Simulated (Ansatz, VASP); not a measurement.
**One calculation of TePb, two programs**

The input INCAR:

```
SYSTEM = TePb
  ALGO = Normal
  EDIFF = 1E-6
  ENCUT = 520
  ISIF = 2
  ISMEAR = -1
  LASPH = .TRUE.
  LCHARG = .TRUE.
  LELF = .TRUE.
  LMIXTAU = .TRUE.
  LREAL = .FALSE.
  LVHAR = .TRUE.
  LWAVE = .FALSE.
  METAGGA = R2SCAN
  NELM = 60
  PREC = Accurate
  SIGMA = 0.05
```

Contents of KPOINTS:

```
k-points
0
G
  7 7 7
  0 0 0
```

Contents of POSCAR:

```
TePb
1.0
    0.0000000000      3.2310000000      3.2310000000
    3.2310000000      0.0000000000      3.2310000000
    3.2310000000      3.2310000000      0.0000000000
Pb Te
1 1
Direct
    0.0000000000      0.0000000000      0.0000000000
    0.5000000000      0.5000000000      0.5000000000
```

input.yaml

```yaml
crystal:
  lattice:
    - [0.0, 3.231, 3.231]
    - [3.231, 0.0, 3.231]
    - [3.231, 3.231, 0.0]
  atoms:
    - { symbol: Pb, position: [0.0, 0.0, 0.0] }
    - { symbol: Te, position: [0.5, 0.5, 0.5] }
hamiltonian:
  xc: r2scan
  pseudopotentials: { kind: paw }
kpoints:
  mp_grid: { grid: [7, 7, 7] }
scf:
  occupations: { method: fermi_dirac, width: 0.05 }
output:
  forces: true
  stress: true
  eigenvalues: true
```

Alike in both runs: task single point; functional r2SCAN; k mesh 7 × 7 × 7; occupations fermi-dirac, width 0.05 eV; no spin polarisation.

```csv
,VASP,Ansatz
version,VASP 6.6.1,Ansatz 0.2.0
potentials or method,"VASP PAW PBE potentials, release 64 (Pb_d, Te)",Ansatz PAW
plane-wave cutoff (eV),520,500
valence electrons in the cell,20,30
```

Ansatz gave:

* gap on the k mesh at the Fermi level (eV): 1.26
* least direct gap on the mesh (eV): 1.26
* pressure (GPa): 1.5

**Question.** What did VASP give for the same quantities?

**Answer.** gap on the k mesh at the Fermi level (eV): 1.27; least direct gap on the mesh (eV): 1.27; pressure (GPa): 1.5.

The two sets of potentials don't hold the same shells in valence.

Caveats: the PAW data sets were made with another functional, which shifts forces and pressure a little (VASP); the PAW data sets come from PBE, with cores solved anew for the run's functional, which leaves a small shift of forces and pressure (Ansatz). Spin-orbit coupling is left out, which matters for the levels of Pb, Te.
